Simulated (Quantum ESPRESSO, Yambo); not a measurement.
# CuI (Marshite): G0W0 with Yambo, start to end, part 2 of 3

Wanted: ground state, empty states, screening and self-energy for CuI (Marshite).

Quantum ESPRESSO 7.5 and Yambo 5.3.0; PBE and many-body steps on it, plane waves. Known limits of the many-body steps: not at the basis limit; d shell near the gap, gap tends to lie low; coarse k mesh.

So far. Step 2 (Ground state): The gap is direct, at Γ. Step 3 (Bands along the symmetry lines): The gap is 0.942 eV, as in the run before at this level.

The database entry behind the starting cell differs from later determinations by our own check (about 0.15 % long (mineral sample)), so it need not match the best structure at ambient conditions.

In doubt: a PseudoDojo file used here is known to give poor structures and forces, which bears on pressures, cells, forces and phonons.

## 4. Empty states on the mesh, 4×4×4 mesh, 200 bands

Level of this step: DFT, PBE with spin-orbit coupling, plane waves, norm-conserving pseudopotentials (Quantum ESPRESSO).

The sums over transitions need many empty states on a uniform mesh; this step solves for them.

pw.in reads:

```
&control
  calculation = 'nscf'
  prefix = 'x'
  outdir = 'o'
  pseudo_dir = 'pseudo'
/
&system
  ibrav = 0
  nat = 2
  ntyp = 2
  ecutwfc = 84.0
  nbnd = 200
  force_symmorphic = .true.
  noncolin = .true.
  lspinorb = .true.
/
&electrons
  conv_thr = 1e-9
  electron_maxstep = 80
  diago_full_acc = .true.
  diago_thr_init = 5e-6
/
ATOMIC_SPECIES
  Cu 63.546 Cu.upf
  I 126.9 I.upf
CELL_PARAMETERS angstrom
  0.0000000000 3.0315000000 3.0315000000
  3.0315000000 -0.0000000000 3.0315000000
  3.0315000000 3.0315000000 0.0000000000
ATOMIC_POSITIONS crystal
  Cu 0.2500000000 0.2500000000 0.2500000000
  I 0.0000000000 0.0000000000 0.0000000000
K_POINTS automatic
  4 4 4 0 0 0
```

The run is started by

```console
> OMP_NUM_THREADS=1 mpirun -n 4 pw.x -nk 4 -in pw.in > pw.out
```

What it wrote:

```text
[banner, memory and clock lines left out]
Program PWSCF v.7.5 starts

     Atomic positions and unit cell read from directory:
     o/x.save/

     Message from routine setup:
     using ibrav=0 with symmetry is DISCOURAGED, use correct ibrav instead

     G-vector sticks info

     bravais-lattice index     =            0
     lattice parameter (alat)  =       8.1016  a.u.
     unit-cell volume          =     376.0099 (a.u.)^3
     number of atoms/cell      =            2
     number of atomic types    =            2
     number of electrons       =        36.00
     number of Kohn-Sham states=          200
     kinetic-energy cutoff     =      84.0000  Ry
     charge density cutoff     =     336.0000  Ry
     Exchange-correlation= PBE
                           (   1   4   3   4   0   0   0)
     Non magnetic calculation with spin-orbit

     celldm(1)=   8.101612  celldm(2)=   0.000000  celldm(3)=   0.000000
     celldm(4)=   0.000000  celldm(5)=   0.000000  celldm(6)=   0.000000

     crystal axes: (cart. coord. in units of alat)
               a(1) = (   0.000000   0.707107   0.707107 )
               a(2) = (   0.707107  -0.000000   0.707107 )
               a(3) = (   0.707107   0.707107   0.000000 )

     reciprocal axes: (cart. coord. in units 2 pi/alat)
               b(1) = ( -0.707107  0.707107  0.707107 )
               b(2) = (  0.707107 -0.707107  0.707107 )
               b(3) = (  0.707107  0.707107 -0.707107 )
     Pseudo is Norm-conserving + core correction, Zval = 19.0
     Generated using ONCVPSP code by D. R. Hamann
     Using radial grid of 1492 points, 10 beta functions with:
     Pseudo is Norm-conserving + core correction, Zval = 17.0
     Generated using ONCVPSP code by D. R. Hamann
     Using radial grid of 1210 points, 10 beta functions with:
     Cu               19.00    63.54600     Cu( 1.00)
     I                17.00   126.90000     I ( 1.00)

     24 Sym. Ops. (no inversion) found

   Cartesian axes

     site n.     atom                  positions (alat units)
         1        Cu     tau(   1) = (   0.3535534   0.3535534   0.3535534  )
         2        I      tau(   2) = (   0.0000000   0.0000000   0.0000000  )

     number of k points=     8
                       cart. coord. in units 2pi/alat
        k(    1) = (   0.0000000   0.0000000   0.0000000), wk =   0.0156250
        k(    2) = (   0.1767767   0.1767767  -0.1767767), wk =   0.1250000
        k(    3) = (  -0.3535534  -0.3535534   0.3535534), wk =   0.0625000
[...]
k(    7) = (  -0.7071068   0.0000000   0.0000000), wk =   0.0468750
        k(    8) = (  -0.7071068   0.3535534   0.0000000), wk =   0.0937500

     Dense  grid:    39189 G-vectors     FFT dimensions: (  48,  48,  48)

     The potential is recalculated from file :
     o/x.save/charge-density

     Starting wfcs are   38 randomized atomic wfcs +  162 random wfcs

     Band Structure Calculation

     End of band structure calculation

          k = 0.0000 0.0000 0.0000 (  4909 PWs)   bands (ev):

  -102.9251-102.9251 -62.1027 -62.1027 -59.5187 -59.5187 -59.5187 -59.5187
   -38.2112 -38.2112 -38.2112 -38.2112 -36.5005 -36.5005 -36.4978 -36.4978
   -36.4978 -36.4978  -5.4943  -5.4943   4.4466   4.4466   5.0378   5.0378
     5.0378   5.0378   6.7027   6.7027   6.7027   6.7027   8.2822   8.2822
[...]
[... 13 further rows ...]
[...]
k = 0.1768 0.1768-0.1768 (  4873 PWs)   bands (ev):

  -102.9251-102.9251 -62.1026 -62.1026 -59.5186 -59.5186 -59.5186 -59.5186
[...]
[... 13 further rows ...]
[...]
k =-0.3536-0.3536 0.3536 (  4910 PWs)   bands (ev):

  -102.9251-102.9251 -62.1027 -62.1027 -59.5187 -59.5187 -59.5186 -59.5186
[...]
[... 13 further rows ...]
    73.6288  73.6288  74.3268  74.3268  74.9665  74.9665  75.4559  75.4559
    76.5934  76.5934  78.3305  78.3306  78.3326  78.3326  78.7556  78.7556

          k = 0.3536 0.0000 0.0000 (  4865 PWs)   bands (ev):

     [... further k-points ...]

     highest occupied, lowest unoccupied level (ev):     8.7030    9.6454

     XML data file, pseudopotentials, collected wavefunctions
```

Run time: 53 s. Hardware: 4 MPI ranks of Arm Neoverse V1, shared host; peak memory 0.89 GiB; 3.5 min of CPU time.

Numbers from this step:

```yaml
gap: 0.9425 eV
k_of_the_valence_top: 0, 0, 0
k_of_the_conduction_bottom: 0, 0, 0
least_direct_gap: 0.9425 eV
k_points_computed: 8
lowest_point_of_the_top_converged_band_above_the_valence_top: 66.8532 eV
```

On this mesh the gap is 0.942 eV.

## 5. Conversion and set-up

This step: Yambo 5.3.0; conversion and set-up on PBE with spin-orbit coupling, plane waves, norm-conserving pseudopotentials.

The states are converted to the many-body program's format and the q mesh is built.

The run is started by

```console
> (cd o/x.save; p2y > p2y.log; mv SAVE ../..); yambo > setup.log
```

What it wrote:

```text
 Yambo, version 5.3.0

 [02] CORE Variables Setup
 =========================

  [02.01] Unit cells
  ==================

  Cell kind             :  FCC
  Atoms in the cell     :  Cu  I
  number of Cu atoms    :  1
  number of I  atoms    :  1

  List of atomic masses
  Mass of Cu    :  63.54600
  Mass of I     :  126.9000

  List of atomic coordinates    : [cc]
  Cu1       :  2.864352  2.864352  2.864352  order 1
  I1       :  0.000000  0.000000  0.000000  order 2

  Alat factors          :  5.728705  5.728705  5.728705 [a.u.]
  Direct lattice volume :  376.0099 [a.u.]
  Direct lattice vectors:  A[ 1 ]  A[ 2 ]  A[ 3 ]
   A[ 1 ]:  0.000000  1.000000  1.000000  [iru]
   0.000000  5.728705  5.728705  [cc]
   A[ 2 ]:  1.000000 -0.000000  1.000000  [iru]
   5.728705 -0.000000  5.728705  [cc]
   A[ 3 ]:  1.000000  1.000000  0.000000  [iru]
   5.728705  5.728705  0.000000  [cc]

  Recip. lattice volume :  0.659691 [a.u.]
  Recip. lattice vectors:  B[ 1 ]  B[ 2 ]  B[ 3 ]
   B[ 1 ]: -0.500000  0.500000  0.500000  [iku]
  -0.548395  0.548395  0.548395  [cc]
   B[ 2 ]:  0.500000 -0.500000  0.500000  [iku]
   0.548395 -0.548395  0.548395  [cc]
   B[ 3 ]:  0.500000  0.500000 -0.500000  [iku]
   0.548395  0.548395 -0.548395  [cc]

  [02.02] Symmetries
  ==================

  Inversion symmetry    : yes
  Spatial inversion     : no
  Inversion index       :  25
  K-space Time-reversal : yes
  Magnetic symmetries   : no
  Time-reversal derived K-space symmetries:   25   48
  Group table correct   : yes
  Symmetries units      :  [cc]

   [S  1]:   1.0000     -0.38050E-17 -0.38050E-17 -0.38050E-17   1.0000      0.38050E-17  0.38050E-17  0.38050E-17   1.0000
   [S  2]:  -1.0000      0.38050E-17 -0.38050E-17  0.38050E-17  -1.0000      0.38050E-17 -0.38050E-17 -0.38050E-17   1.0000
   [S  3]:  -1.0000     -0.38050E-17  0.38050E-17  0.38050E-17   1.0000     -0.38050E-17 -0.38050E-17  0.38050E-17  -1.0000
[...]
[S  9]: -0.38050E-17   1.0000     -0.38050E-17  0.38050E-17 -0.38050E-17   1.0000       1.0000      0.38050E-17  0.38050E-17
   [S 10]: -0.38050E-17  -1.0000      0.38050E-17  0.38050E-17  0.38050E-17  -1.0000       1.0000     -0.38050E-17 -0.38050E-17
     [... 36 further rows ...]
   [S*47]:   1.0000     -0.38050E-17  0.38050E-17 -0.38050E-17  0.38050E-17  -1.0000      0.38050E-17   1.0000     -0.38050E-17
   [S*48]:   1.0000      0.38050E-17 -0.38050E-17 -0.38050E-17 -0.38050E-17   1.0000      0.38050E-17  -1.0000      0.38050E-17

  [02.03] Reciprocal space
  ========================

  nG shells         :   375
  nG charge         :   39189
  nG WFs            :   5904
  nC WFs            :   4916
  G-vecs. in first 37 shells:  [ Number ]
     1    9   15   27   51   59   65   89  113
    137   169   181   229   259   283   307   331   339
    387   411   459   531   537   561   609   645   701
[...]
1139
  ...
[...]
BZ  K-points                                      :   64

  K/Q-points units:
  rlu = crystal or reduced units; cc = cartesian coordinates; iku = interal k-units

  K [1]          [rlu]:  0.000000  0.000000  0.000000
         WF components:   4909
  K [2]          [rlu]:  0.67262E-17  0.67262E-17  0.25000
         WF components:   4873
  K [3]          [rlu]: -0.13452E-16 -0.13452E-16 -0.50000
         WF components:   4910
  K [4]          [rlu]: -0.36222E-17  0.25000      0.25000
         WF components:   4865
  K [5]          [rlu]:  0.75770E-17  0.25000     -0.50000
         WF components:   4893
  [... 2 further k-points ...]
  K [8]          [rlu]:  0.250000 -0.500000 -0.250000
         WF components:   4916

  [02.05] Energies & Occupations
  ==============================

  [X] === General ===
  [X] Electronic Temperature                        :  0.000000  0.000000 [eV K]
  [X] Bosonic    Temperature                        :  0.000000  0.000000 [eV K]
  [X] Finite Temperature mode                       : no
  [X] El. density                                   :  0.64610E+24 [cm-3]
  [X] Fermi Level                                   :  8.702963 [eV]

  [X] === Gaps and Widths ===
  [X] Conduction Band Min                           :  0.942457 [eV]
  [X] Valence Band Max                              :  0.000000 [eV]
  [X] Filled Bands                                  :   36
  [X] Empty Bands                                   :   37  200
  [X] Direct Gap                                    :  0.942457 [eV]
  [X] Direct Gap localized at k                     :  1
  [X] Indirect Gap                                  :  0.942457 [eV]
  [X] Indirect Gap between kpts                     :  1  1
  [X] Last valence band width                       :  1.545123 [eV]
  [X] 1st conduction band width                     :  3.109836 [eV]

  E @ K [1]:  [eV]
  -111.6281 -111.6281  -70.8057  -70.8057  -68.2216  -68.2216  -68.2216  -68.2216
  -46.91414 -46.91414 -46.91414 -46.91414 -45.20346 -45.20346 -45.20081 -45.20081
  -45.20081 -45.20081 -14.19721 -14.19721  -4.25633  -4.25633  -3.66515  -3.66515
[...]
occ @ K [1]
[...]
E @ K [2]:  [eV]
[...]
occ @ K [2]
[...]
E @ K [3]:  [eV]
[...]
occ @ K [3]
[...]
E @ K [4]:  [eV]
[...]
occ @ K [4]
[...]
E @ K [5]:  [eV]
[...]
occ @ K [5]
[...]
[... 2 further k-points ...]
  E @ K [8]:  [eV]
[...]
occ @ K [8]
[...]
0.000000  0.000000  0.000000  0.000000  0.000000  0.000000  0.000000  0.000000
   0.000000  0.000000  0.000000  0.000000  0.000000  0.000000  0.000000  0.000000

 [03] Transferred momenta grid and indexing
 ==========================================

 IBZ Q-points                                      :   8
 BZ  Q-points                                      :   64

 K/Q-points units:
 rlu = crystal or reduced units; cc = cartesian coordinates; iku = interal k-units

 Q [1]          [rlu]:  0.000000  0.000000  0.000000
 Q [2]          [rlu]:  0.42768E-17  0.42768E-17  0.25000
 Q [3]          [rlu]: -0.85536E-17 -0.85536E-17 -0.50000
[...]
Q [7]          [rlu]:  0.72444E-17 -0.50000     -0.50000
 Q [8]          [rlu]:  0.250000 -0.500000 -0.250000

  [03.01] X indexes
  =================

   [03.01.01] Sigma indexes
   ========================

 [06] Game Over & Game summary
```

Wall time 3.5 s (1 MPI rank); peak memory 0.25 GiB.

[end of part 2 of 3]

[Paths, hosts, dates, memory and timing lines, banners, echoed tables and standing remarks are left out of the program output.]

[Logs are printed without paths, hosts, clocks, repeated set-up lines and the standing remarks that a program may print on its own settings, such as how far it seeks lower states.]

[Runs of the session that timed out or met a known fault of the program may be left out.]

[Hosts, paths, dates, database ids (printed as entryN), source tags and the programs' standing remarks are cut or masked in the printed files.]
